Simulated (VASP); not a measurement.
As: single point with PBE+D2

The system is As.

```
As
1.0
     1.88080    1.08588    3.51406
    -1.88080    1.08588    3.51406
     0.00000   -2.17176    3.51406
As
2
Direct
  0.22760 0.21988 0.22743
  0.77250 0.76918 0.77606
```

The cell isn't the ideal one: atoms moved at random, drawn with an rms of 0.02 Å.

| Item | Value |
| --- | --- |
| Program | VASP 6.6.1 |
| Task | single point |
| Functional | PBE |
| Dispersion | D2 |
| Potentials or basis | VASP PAW PBE potentials, release 64 (As) |
| Cutoff | 520 eV |
| k mesh | 9 × 9 × 9 |
| Occupations | gaussian, width 0.05 eV |
| Spin | no spin polarisation |

* Pressure: 1.2 GPa
* Largest force: 0.353 eV/Å
* Band gap on the k mesh: none (metal or under the smearing width)
* Dispersion energy per atom: -0.332 eV

Forces on the atoms (eV/Å):
```
As  -0.046 -0.019  0.350
As   0.046  0.019 -0.350
```

Stress tensor (GPa, compression positive):
```
 1.56  0.10 -0.23
 0.10  1.48 -0.09
-0.23 -0.09  0.45
```

Levels at points of the mesh, in eV from the Fermi level:
| k point | band 1 | band 2 | band 3 | band 4 | band 5 | band 6 | band 7 | band 8 | band 9 | band 10 |
| --- | --- | --- | --- | --- | --- | --- | --- | --- | --- | --- |
| (0.00, 0.00, 0.00) | -15.06 | -5.79 | -2.49 | -2.06 | -2.01 | 1.61 | 2.87 | 2.94 | 6.85 | 6.90 |

It took 2.1 min on 1 thread of Intel(R) Xeon(R) Platinum 8375C CPU @ 2.90GHz (Ice Lake), with other jobs on the host, peak memory 0.3 GiB.

Caveat: atom-pairwise D2, TS and ULG terms overbind metals; pairwise dispersion overbinds metals, which lowers pressure and volume.
